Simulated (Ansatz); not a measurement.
Write the native input for Ansatz 0.2.0 that does the following.

```yaml
Task: single point
Functional: PBE
Potentials_or_basis: Ansatz PAW
Cutoff: "420 eV (not typed: the program's choice for these potentials)"
k_mesh: 7 × 7 × 3
Occupations: gaussian, width 0.019 eV
Spin: no spin polarisation
```

The system is I.

```
CELL_PARAMETERS angstrom
3.63503 -2.39502 0.00000
3.63503 2.39502 0.00000
0.00000 0.00000 9.79344
ATOMIC_POSITIONS crystal
I 0.64930 0.35070 0.38440
I 0.14930 0.85070 0.11560
I 0.35070 0.64930 0.61560
I 0.85070 0.14930 0.88440
```

One way to write it, as run:

input.yaml

```yaml
crystal:
  lattice:
    - [3.635035, -2.39502, 0.0]
    - [3.635035, 2.39502, 0.0]
    - [0.0, 0.0, 9.79344]
  atoms:
    - { symbol: I, position: [0.6493, 0.3507, 0.3844] }
    - { symbol: I, position: [0.1493, 0.8507, 0.1156] }
    - { symbol: I, position: [0.3507, 0.6493, 0.6156] }
    - { symbol: I, position: [0.8507, 0.1493, 0.8844] }
hamiltonian:
  xc: pbe
  pseudopotentials: { kind: paw }
kpoints:
  mp_grid: { grid: [7, 7, 3] }
scf:
  occupations: { method: gaussian, width: 0.019 }
output:
  forces: true
  stress: true
  eigenvalues: true
```

Potentials or basis: Ansatz PAW.

Launch:

```sh
$ ansatz run input.yaml --threads 2 --pin off --max-ram 5632MiB --backend cpu --events-out ev --progress --plain --runs-dir out
```

Results of the run:

| Property | Result |
| --- | --- |
| Pressure | 1.8 GPa |
| Largest force | 0.859 eV/Å |
| Band gap on the k mesh | 1.33 eV, indirect (least direct gap 1.41 eV) |

Caveat: odd divisions of the mesh miss points on the zone boundary, where band edges often lie, so the gap on the mesh can be too wide; spin-orbit coupling is left out, which moves the levels of the heavy elements.

Wall time 3.7 s on 2 threads of Intel(R) Xeon(R) Platinum 8488C (Sapphire Rapids), with other jobs on the host, peak memory 0.54 GiB.
